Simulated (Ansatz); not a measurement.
An Ansatz input:

```yaml
crystal:
  lattice:
    - [4.0236338572, 0.0, 0.0]
    - [-2.0118169286, 3.4845691359, 0.0]
    - [0.0, 0.0, 2.5285278893]
  atoms:
    - { symbol: Mn, position: [0.0, 0.0, 0.0], spin: 3.0 }
    - { symbol: Mn, position: [0.3333333333, 0.6666666667, 0.5], spin: 3.0 }
    - { symbol: Mn, position: [0.6666666667, 0.3333333333, 0.5], spin: 3.0 }
hamiltonian:
  xc: revpbe
  pseudopotentials:
    kind: paw
    azcp:
      Mn: "pseudopotentials/Mn.paw.azcp"
basis:
  ecutwfc: 420
  fft_grid_basis: typed
kpoints:
  mp_grid: { grid: [11, 11, 14], shift: [0, 0, 0] }
magnetization:
  spin_polarized: true
scf:
  occupations: { method: fermi_dirac, width: 0.05 }
  lower_state_search: "off"
output:
  stress: true
```

Terminal output

```
Engine: ansatz 0.2.0, aarch64-unknown-linux-gnu
Pseudopotentials: kind: paw
Pseudopotential: Mn, paw, valence charge 15, recommended cutoff 420 eV (normal) 
Functional definition: revPBE
  parameter kappa = 1.245
  parameter beta = 0.06672455060314922
  exchange = pbe_x(kappa = kappa, mu = beta*pi^2/3)
  correlation = pbe_c(beta = beta)
Crystal: 3 atoms, lattice volume = 35.452 Å³
Basis set: ecut = 420 eV, 693 PW (Γ)
Bands: 33, of which v1, the nominal top of the filled ones, is band 23 counted from 1 (22 counted from 0)
Symmetry: 24 space group operations
Space group: P6/mmm (ITA 191), of the structure as read, at distance tolerance 3.3e-5 Å
Magnetic group: BNS 191.233 (UNI 1463), of the structure as read, at distance tolerance 3.3e-5 Å
k-points: 128 of 1694
Non-local potential: Mn, projectors of the file, l = 0: 3, l = 1: 2, l = 2: 3, l = 3: 1
PAW form: soft (Blöchl's): semilocal exchange-correlation on the pseudo side does not see the compensation charge
PAW frozen core: Mn, regenerated for the run's functional, and the local potential with it (the file was generated under x = pbe(κ = 0.804, μ = 0.2195149727645171), c = pbe(β = 0.06672455060314922))
PAW one-centre angular grid: Mn, 590 points (default); XC on 64 Gauss nodes
Initial density: superposition of atomic densities (chi_scale 0.1, normalization cell)
Starting moments: Σ|m| = 9 μB on 3 of 3 sites
Initial wavefunctions: pseudopotential atomic-orbital guess
Functional: x = revpbe(κ = 1.245, μ = 0.2195149727645171), c = pbe(β = 0.06672455060314922)
SCF iter   1: F=—  HF=-11704.814687 eV  |F-HF|=—  |Δ(HF+E_count)|=         —  Δρ=9.03e-2 (↑9.03e-2 ↓4.74e-2)  dr2=1.93e0  dr2_m=1.21e0  M=6.781 μB ∫|m|=6.804 μB  β_m=0.30  ethr=3.10e-3  ⟨swp⟩=4.4  Hψ=27320  notcnv=0  defer=1
Mixer restart at iter 1: flushing history
spin-set hold released at iteration 1 (the charge has settled, or the pull on large starting moments outlasts its swing): the magnetisation degrees of freedom join the quasi-Newton model from the next iteration; the mixer history was flushed
SCF iter   2: F=—  HF=-11704.831063 eV  |F-HF|=—  |Δ(HF+E_count)|=   1.64e-2  Δρ=8.03e-2 (↑8.03e-2 ↓4.53e-2)  dr2=2.80e0  dr2_m=8.00e-1  M=6.558 μB ∫|m|=6.594 μB  β_m=0.35  ethr=3.10e-3  ⟨swp⟩=2.4  Hψ=13031  notcnv=0  defer=562
SCF iter   3: F=—  HF=-11710.319289 eV  |F-HF|=—  |Δ(HF+E_count)|=    5.49e0  Δρ=3.13e-1 (↑3.13e-1 ↓2.22e-1)  dr2=1.12e2  dr2_m=3.68e0  M=4.911 μB ∫|m|=4.928 μB  β_m=0.03  ethr=3.10e-3  ⟨swp⟩=4.3  Hψ=17707  notcnv=0  defer=561  recentre
SCF iter   4: F=—  HF=-11704.778331 eV  |F-HF|=—  |Δ(HF+E_count)|=    5.54e0  Δρ=5.41e-2 (↑5.41e-2 ↓3.77e-2)  dr2=2.63e-1  dr2_m=6.42e-1  M=6.443 μB ∫|m|=6.478 μB  β_m=0.10  ethr=3.10e-3  ⟨swp⟩=3.6  Hψ=18055  notcnv=0  defer=632
...
SCF iter  21: F=—  HF=-11705.945521 eV  |F-HF|=—  |Δ(HF+E_count)|=   2.34e-5  Δρ=3.88e-4 (↑3.88e-4 ↓2.17e-4)  dr2=7.93e-5  dr2_m=5.76e-6  M=0.510 μB ∫|m|=3.037 μB  β_m=0.65  ethr=1.60e-6  ⟨swp⟩=1.0  Hψ=7768  notcnv=0  defer=731
SCF iter  22: F=—  HF=-11705.945520 eV  |F-HF|=—  |Δ(HF+E_count)|=   9.91e-7  Δρ=2.06e-4 (↑2.06e-4 ↓1.98e-4)  dr2=6.79e-5  dr2_m=4.36e-7  M=0.513 μB ∫|m|=3.052 μB  β_m=0.72  ethr=1.76e-7  ⟨swp⟩=2.0  Hψ=10313  notcnv=0  defer=731
SCF iter  23: F=—  HF=-11705.945518 eV  |F-HF|=—  |Δ(HF+E_count)|=   2.22e-6  Δρ=2.15e-5 (↑2.15e-5 ↓1.44e-5)  dr2=1.75e-7  dr2_m=5.93e-8  M=0.514 μB ∫|m|=3.056 μB  β_m=0.86  ethr=1.51e-7  ⟨swp⟩=1.0  Hψ=7729  notcnv=0  defer=731
SCF iter  24: F=—  HF=-11705.945518 eV  |F-HF|=—  |Δ(HF+E_count)|=   7.95e-8  Δρ=1.22e-5 (↑1.13e-5 ↓1.22e-5)  dr2=1.49e-7  dr2_m=5.78e-9  M=0.514 μB ∫|m|=3.057 μB  β_m=0.79  ethr=2.22e-10  ⟨swp⟩=4.0  Hψ=26558  notcnv=0
iter 25 met the thresholds in force, and the SCF goes on: an eigenvalue changes by 1.07 meV, over its tolerance of 0.50 meV (output.eigenvalues, Limitations)
SCF iter  25: F=-11705.945518 eV  HF=-11705.945518 eV  |F-HF|=3.91e-8  |Δ(HF+E_count)|=   5.25e-9  Δρ=6.60e-6 (↑6.60e-6 ↓5.26e-6)  dr2=4.02e-8  dr2_m=1.26e-9  M=0.514 μB ∫|m|=3.057 μB  β_m=0.68  ethr=2.22e-10  ⟨swp⟩=2.9  Hψ=27904  notcnv=0
SCF iter  26: F=-11705.945518 eV  HF=-11705.945518 eV  |F-HF|=3.27e-8  |Δ(HF+E_count)|=  2.00e-10  Δρ=5.55e-6 (↑5.55e-6 ↓4.44e-6)  dr2=3.30e-8  dr2_m=4.48e-10  M=0.514 μB ∫|m|=3.057 μB  ethr=8.93e-11  ⟨swp⟩=2.0  Hψ=21540  notcnv=0
WARN: the starting moments were not kept: 2 of 3 ended reversed and 1 kept their direction, counting a site from 0.1 of the cell's largest site moment. The largest reversed, site 2 (counted from 0, in the order of the report's site_moments_mub), started with +3.0 μB and closes at -5.9e-1 μB in its sphere. The net magnetisation is 5.1e-1 μB in size, at most 0.1 of the 9 μB that the starting moments add up to as vectors. The SCF closed on another magnetic arrangement than the starting moments describe; that does not show which of the two is lower. To try another start: change the starting moments (crystal.atoms[].spin, magnetization.per_species, magnetization.initial_magnetization, or on a non-collinear deck that types none of these the spinor_matrix: blocks that start its atoms; where the total moment is fixed, keep their sum and leave initial_magnetization as it is; typed ones take the place of any that the run laid by itself, positive ones on a crystal's lanthanoids without a Hubbard term where scf.initial_density.shell_occupations: [] is typed); see also scf.mixing.spin_hold.
SCF 1 converged in 26 iterations: F = -11705.945518 eV  dr2 = 3.30e-8
SCF converged after 26 iterations
an eigenvalue changed by more than its tolerance at an iteration that met the thresholds in force, so the SCF went on 1 time: the last check found none over its tolerance
Magnetization: 0.5137 μB (22.7568 up, 22.2432 down)
Absolute magnetization: 3.0570 μB (∫|ρ↑−ρ↓|, with the PAW one-centre terms)
Spin contamination: 0.7902 ħ² per cell (⟨S²⟩ above its minimum at these occupations)
Per-site moments (μB) at R_I (Å): [(1.6921735201977217, 1.04301775433625), (-0.5878876298149467, 0.9582565123673258), (-0.5878876298149468, 0.9582565123673258)]
Free energy (F): -11705.945518 eV
Harris-Foulkes:  -11705.945518 eV  (|F-HF|=3.27e-8)
Internal energy: -11705.915089 eV  (E = F + TS)
E sigma→0 (E₀):  -11705.930303 eV
Entropy (-TS):   -0.030429 eV (-10.143 meV/atom)
Fermi energy:    18.279755 eV
--- Per-component energies (eV) ---
  E_band       = -558.753096
  E_kinetic    = 918.484302
  E_local      = -5014.257079  (includes V_loc(G=0)·N_el)
  E_nonlocal   = 712.060990
  E_hartree    = 2074.237177
  E_xc         = -344.334798
  E_vxc        = -440.621015  (∫ρ·V_xc dr)
  E_paw        = -3902.112990  (= ΣΔE_a)
  E_vpaw       = -882.892059  (= ΣTr[D̂ρ^β])
  E_aug_tail   = -0.000030  (compensation charges beyond the density's cutoff)
  E_ewald      = -6149.886066
  E_core_change = -0.106595  (= ΣΔE_core)
  E_smearing   = -0.030429  (= −TS)
  E_closure    = 0.000000  (closes the sum)
  Σ components = -11705.945518   (vs F -11705.945518, Δ=0.00e0)
--- Stress (GPa, compression-positive) ---
       -9.812421       0.000000       0.000000
        0.000000      -9.812421       0.000000
        0.000000       0.000000     -12.852558
  P = ⅓ Tr σ = -10.8258 GPa (-108.258 kbar)
```
